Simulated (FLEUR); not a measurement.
Here is a FLEUR MaX-R8.1 (later development tree) calculation.

inp.xml

```xml
<?xml version="1.0" encoding="UTF-8" standalone="no"?>
<fleurInput fleurInputVersion="0.39">
   <comment>
      Sb                                                                                                  
   </comment>
   <calculationSetup>
      <cutoffs Kmax="4.1" Gmax="12.7" GmaxXC="12.7" numbands="0"/>
      <scfLoop itmax="60" minDistance="0.00001" maxIterBroyd="15" imix="Anderson" alpha="0.05" precondParam="0.0" spinf="2.0" sdNocoIR="T"/>
      <coreElectrons ctail="T" frcor="F" kcrel="0" coretail_lmax="0"/>
      <xcFunctional name="PBEs" relativisticCorrections="F"/>
      <magnetism jspins="1"/>
      <soc l_soc="F" theta="0.0" phi="0.0" spav="F"/>
      <expertModes spex="0" secvar="F"/>
      <geometryOptimization l_f="F" forcealpha="1.0" forcemix="BFGS" epsdisp="0.00001" epsforce="0.00001"/>
      <ldaU l_linMix="F" mixParam="0.05" spinf="1.0"/>
   </calculationSetup>
   <cell>
      <bzIntegration valenceElectrons="21.0" mode="hist" fermiSmearingEnergy="0.00183747">
         <kPointListSelection listName="default-1"/>
         <!-- k-points included here -->
         <xi:include xmlns:xi="http://www.w3.org/2001/XInclude" href="kpts.xml"> </xi:include>
      </bzIntegration>
      <!-- symmetry operations included here -->
      <xi:include xmlns:xi="http://www.w3.org/2001/XInclude" href="sym.xml"> </xi:include>
      <bulkLattice scale="1.0">
         <bravaisMatrix>
            <row-1>   -3.5363217608732280     3.5363217608732280     3.5363217608732280</row-1>
            <row-2>    3.5363217608732280    -3.5363217608732280     3.5363217608732280</row-2>
            <row-3>    3.5363217608732280     3.5363217608732280    -3.5363217608732280</row-3>
         </bravaisMatrix>
      </bulkLattice>
   </cell>
   <atomSpecies>
      <species name="Antimony (Sb)" element="Sb" atomicNumber="51">
         <mtSphere radius="2.66" gridPoints="879" logIncrement="0.015"/>
         <atomicCutoffs lmax="10" lnonsphr="10"/>
         <electronConfig flipSpins="F">
            <coreConfig>(1s1/2) (2s1/2) (2p1/2) (2p3/2) (3s1/2) (3p1/2) (3p3/2) (4s1/2) (3d3/2) (3d5/2)</coreConfig>
            <valenceConfig>(4p1/2) (4p3/2) (5s1/2) (4d3/2) (4d5/2) (5p1/2) (5p3/2)</valenceConfig>
            <stateOccupation state="(5p1/2)" spinUp="0.500000" spinDown="0.500000"/>
            <stateOccupation state="(5p3/2)" spinUp="1.000000" spinDown="1.000000"/>
         </electronConfig>
         <energyParameters s="5" p="5" d="5" f="4"/>
         <lo type="SCLO" l="1" n="4" eDeriv="0"/>
         <lo type="SCLO" l="1" n="4" eDeriv="1"/>
         <lo type="SCLO" l="2" n="4" eDeriv="0"/>
         <lo type="SCLO" l="2" n="4" eDeriv="1"/>
         <lo type="SCLO" l="0" n="5" eDeriv="2"/>
         <lo type="SCLO" l="3" n="4" eDeriv="2"/>
      </species>
   </atomSpecies>
   <atomGroups>
      <atomGroup species="Antimony (Sb)">
         <relPos label="                   1">.0000000000 .0000000000 .0000000000</relPos>
         <force calculate="T" relaxXYZ="TTT"/>
      </atomGroup>
   </atomGroups>
   <output dos="F" band="F" slice="F">
      <checks vchk="F" cdinf="F"/>
      <bandDOS minEnergy="-.5*Htr" maxEnergy="0.5*Htr" sigma="0.015" storeEVData="T"/>
      <vacuumDOS vacdos="F" integ="F" star="F" nstars="0" locx1="0.0" locy1="0.0" locx2="0.0" locy2="0.0" nstm="0" tworkf="0.0"/>
      <unfoldingBand unfoldBand="F" supercellX="1" supercellY="1" supercellZ="1"/>
      <plotting iplot="0" polar="F">
         <plot TwoD="T" vec1="  1.0  0.0  0.0" vec2="  0.0  1.0  0.0" vec3="  0.0  0.0  1.0" zero="  0.0  0.0  0.0" file="plot"/>
      </plotting>
      <chargeDensitySlicing numkpt="0" minEigenval="0.0" maxEigenval="0.0" nnne="0" pallst="F"/>
      <specialOutput eonly="F"/>
      <moessbauerParams electricFieldGradient="T" isomerShift="T" coreHyperfine="T" valenceHyperfine="T"/>
      <magneticCircularDichroism mcd="F" energyLo="-10.0" energyUp="0.0"/>
   </output>
  <!-- We include the file relax.xml here to enable relaxations (see documentation) -->
  <xi:include xmlns:xi="http://www.w3.org/2001/XInclude" href="relax.xml"> <xi:fallback/> </xi:include>
</fleurInput>
```

crystal.txt

```
Sb
&input cartesian=F /
-1.8713408863  1.8713408863  1.8713408863
1.8713408863  -1.8713408863  1.8713408863
1.8713408863  1.8713408863  -1.8713408863
1.8897261246
1.0 1.0 1.0

1
51 0.0000000000  0.0000000000  0.0000000000

&kpt div1=10 div2=10 div3=10 gamma=T /
```

inp.xml (bands)

```
<?xml version="1.0" encoding="UTF-8" standalone="no"?>
<fleurInput fleurInputVersion="0.39">
   <comment>
      Sb                                                                                                  
   </comment>
   <calculationSetup>
      <cutoffs Kmax="4.1" Gmax="12.7" GmaxXC="12.7" numbands="0"/>
      <scfLoop itmax="60" minDistance="0.00001" maxIterBroyd="15" imix="Anderson" alpha="0.05" precondParam="0.0" spinf="2.0" sdNocoIR="T"/>
      <coreElectrons ctail="T" frcor="F" kcrel="0" coretail_lmax="0"/>
      <xcFunctional name="PBEs" relativisticCorrections="F"/>
      <magnetism jspins="1"/>
      <soc l_soc="F" theta="0.0" phi="0.0" spav="F"/>
      <expertModes spex="0" secvar="F"/>
      <geometryOptimization l_f="F" forcealpha="1.0" forcemix="BFGS" epsdisp="0.00001" epsforce="0.00001"/>
      <ldaU l_linMix="F" mixParam="0.05" spinf="1.0"/>
   </calculationSetup>
   <cell>
      <bzIntegration valenceElectrons="21.0" mode="hist" fermiSmearingEnergy="0.00183747">
         <kPointListSelection listName="path-1"/>
         <!-- k-points included here -->
         <xi:include xmlns:xi="http://www.w3.org/2001/XInclude" href="kpts.xml"> </xi:include>
      </bzIntegration>
      <!-- symmetry operations included here -->
      <xi:include xmlns:xi="http://www.w3.org/2001/XInclude" href="sym.xml"> </xi:include>
      <bulkLattice scale="1.0">
         <bravaisMatrix>
            <row-1>   -3.5363217608732280     3.5363217608732280     3.5363217608732280</row-1>
            <row-2>    3.5363217608732280    -3.5363217608732280     3.5363217608732280</row-2>
            <row-3>    3.5363217608732280     3.5363217608732280    -3.5363217608732280</row-3>
         </bravaisMatrix>
      </bulkLattice>
   </cell>
   <atomSpecies>
      <species name="Antimony (Sb)" element="Sb" atomicNumber="51">
         <mtSphere radius="2.66" gridPoints="879" logIncrement="0.015"/>
         <atomicCutoffs lmax="10" lnonsphr="10"/>
         <electronConfig flipSpins="F">
            <coreConfig>(1s1/2) (2s1/2) (2p1/2) (2p3/2) (3s1/2) (3p1/2) (3p3/2) (4s1/2) (3d3/2) (3d5/2)</coreConfig>
            <valenceConfig>(4p1/2) (4p3/2) (5s1/2) (4d3/2) (4d5/2) (5p1/2) (5p3/2)</valenceConfig>
            <stateOccupation state="(5p1/2)" spinUp="0.500000" spinDown="0.500000"/>
            <stateOccupation state="(5p3/2)" spinUp="1.000000" spinDown="1.000000"/>
         </electronConfig>
         <energyParameters s="5" p="5" d="5" f="4"/>
         <lo type="SCLO" l="1" n="4" eDeriv="0"/>
         <lo type="SCLO" l="1" n="4" eDeriv="1"/>
         <lo type="SCLO" l="2" n="4" eDeriv="0"/>
         <lo type="SCLO" l="2" n="4" eDeriv="1"/>
         <lo type="SCLO" l="0" n="5" eDeriv="2"/>
         <lo type="SCLO" l="3" n="4" eDeriv="2"/>
      </species>
   </atomSpecies>
   <atomGroups>
      <atomGroup species="Antimony (Sb)">
         <relPos label="                   1">.0000000000 .0000000000 .0000000000</relPos>
         <force calculate="T" relaxXYZ="TTT"/>
      </atomGroup>
   </atomGroups>
   <output dos="F" band="T" slice="F">
      <checks vchk="F" cdinf="F"/>
      <bandDOS minEnergy="-.5*Htr" maxEnergy="0.5*Htr" sigma="0.015" storeEVData="T"/>
      <vacuumDOS vacdos="F" integ="F" star="F" nstars="0" locx1="0.0" locy1="0.0" locx2="0.0" locy2="0.0" nstm="0" tworkf="0.0"/>
      <unfoldingBand unfoldBand="F" supercellX="1" supercellY="1" supercellZ="1"/>
      <plotting iplot="0" polar="F">
         <plot TwoD="T" vec1="  1.0  0.0  0.0" vec2="  0.0  1.0  0.0" vec3="  0.0  0.0  1.0" zero="  0.0  0.0  0.0" file="plot"/>
      </plotting>
      <chargeDensitySlicing numkpt="0" minEigenval="0.0" maxEigenval="0.0" nnne="0" pallst="F"/>
      <specialOutput eonly="F"/>
      <moessbauerParams electricFieldGradient="T" isomerShift="T" coreHyperfine="T" valenceHyperfine="T"/>
      <magneticCircularDichroism mcd="F" energyLo="-10.0" energyUp="0.0"/>
   </output>
  <!-- We include the file relax.xml here to enable relaxations (see documentation) -->
  <xi:include xmlns:xi="http://www.w3.org/2001/XInclude" href="relax.xml"> <xi:fallback/> </xi:include>
</fleurInput>
```

Potentials or basis: all-electron, FLAPW.

Run with:

```sh
$ inpgen -f crystal.txt -profile fastHighL
$ # inp.xml edited to the form shown
$ fleur_MPI
$ fleur_MPI   # second run, on inp.xml (bands)
```

(1) Predict the band gap along the path.

Answers

(1) none (metal or under the smearing width).

Caveat: spin-orbit coupling is left out, which moves the levels of the heavy elements.
